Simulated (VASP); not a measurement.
A run of VASP 6.6.1 is set up as follows.

Contents of INCAR:

```
ALGO     = Fast           # electronic algorithm
EDIFF    = 1E-7           # SCF threshold, eV
EDIFFG   = -0.005         # ionic threshold
ENCUT    = 600            # plane-wave cutoff, eV
IBRION   = 2              # ionic algorithm
ISIF     = 3              # what is computed and relaxed
ISMEAR   = -1             # smearing method
KPAR     = 2            
LASPH    = T              # aspherical terms in the spheres
LCHARG   = F              # write CHGCAR
LREAL    = F              # projectors in reciprocal space
LWAVE    = F              # write WAVECAR
NELM     = 100            # most SCF steps
NSW      = 60             # ionic steps
PREC     = Accurate       # precision mode
SIGMA    = 0.05           # smearing width, eV
```

Contents of KPOINTS:

```
k-points
0
Gamma
  8 8 4
```

POSCAR

```
CuO
1.0
    2.3418500000     -1.7113000000      0.0000000000
    2.3418500000      1.7113000000      0.0000000000
   -0.8500274268      0.0000000000      5.0578693947
Cu O
2 2
Direct
    0.5000000000      0.0000000000      0.5000000000
    0.0000000000      0.5000000000      0.0000000000
    0.4184000000      0.5816000000      0.7500000000
    0.5816000000      0.4184000000      0.2500000000
```

Potentials or basis: VASP PAW LDA potentials, release 64 (Cu, O).

Launch:

```sh
$ cat potpaw_LDA.64/Cu/POTCAR potpaw_LDA.64/O/POTCAR > POTCAR
$ mpirun -np 2 vasp_std > vasp.out
```

Predict the relaxed cell.

a = 2.854 Å, b = 2.854 Å, c = 5.060 Å, α = 90.13°, β = 90.13°, γ = 88.24°.

What does it give for the band gap on the k mesh?

None (metal or under the smearing width).

What does it give for the relaxed volume?

10.30 Å³/atom.

Step by step:
| step | energy change (eV) | largest force (eV/Å) | pressure (GPa) | volume (Å³) |
| --- | --- | --- | --- | --- |
| 1 | 0.0000 | 0.4420 | -8.94 | 40.54 |
| 3 | -0.0653 | 0.2301 | 0.62 | 38.67 |
| 5 | -0.0723 | 0.1587 | 0.79 | 38.74 |
| 7 | -0.0870 | 0.0116 | 0.23 | 39.21 |
| 9 | -0.1126 | 0.1583 | -5.05 | 41.20 |
| 11 | -0.1203 | 0.1585 | -4.84 | 41.33 |
| 13 | -0.1474 | 0.1391 | -4.30 | 41.83 |
| 15 | -0.1570 | 0.1037 | -4.03 | 42.09 |
| 17 | -0.1691 | 0.0678 | -0.06 | 41.12 |
| 19 | -0.1701 | 0.0649 | 0.07 | 41.09 |
| 21 | -0.1729 | 0.0456 | -0.22 | 40.98 |
| 23 | -0.1737 | 0.0518 | 0.21 | 40.94 |
| 25 | -0.1748 | 0.0579 | 0.93 | 40.80 |
| 27 | -0.1774 | 0.0703 | 0.34 | 40.96 |
| 29 | -0.1777 | 0.0976 | -2.10 | 41.53 |
| 31 | -0.1805 | 0.0783 | -0.63 | 41.23 |
| 33 | -0.1824 | 0.0072 | 0.28 | 41.11 |
| 35 | -0.1828 | 0.0141 | 0.02 | 41.16 |
| 37 | -0.1828 | 0.0051 | -0.04 | 41.19 |
| 39 | -0.1829 | 0.0046 | 0.07 | 41.17 |
| 41 | -0.1829 | 0.0025 | 0.04 | 41.18 |
| 42 | -0.1829 | 0.0004 | 0.02 | 41.19 |

Caveat: the run has no spin polarisation, though such a crystal can be magnetic; semilocal functionals often make such compounds metallic where correlation or magnetic order opens a gap, which also shifts bond lengths. With open d or f shells a metallic result of LDA can be an artefact of self-interaction; +U or a hybrid may open a gap.
